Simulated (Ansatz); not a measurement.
Computed with DFT, PBEsol, plane waves (420 eV) with PAW, scalar-relativistic in Ansatz. The PAW files were generated under PBE, with cores re-solved for the functional.

An element in the fcc structure gives this curve. The cell is scaled uniformly from the relaxed one, with fractional coordinates and shape fixed. Energies are extrapolated to zero smearing, pressures are those at the given smearing. Magnetic state: spin not included.

```
V (Å³/atom)  E − E₀ (meV/atom)  P (GPa)
     23.365               77.5     9.13
     24.427               30.8     5.29
     25.489                6.5     2.26
     26.551                0.0    -0.13
     27.613                7.7    -2.04
     28.675               26.5    -3.55
     29.737               54.3    -4.77
```

**Question.** Which element is it?
A. cerium
B. bismuth
C. scandium
D. tin

**Answer.** D. Its fit is V₀ = 26.47 Å³/atom, B₀ = 54 GPa, B₀′ = 4.7.
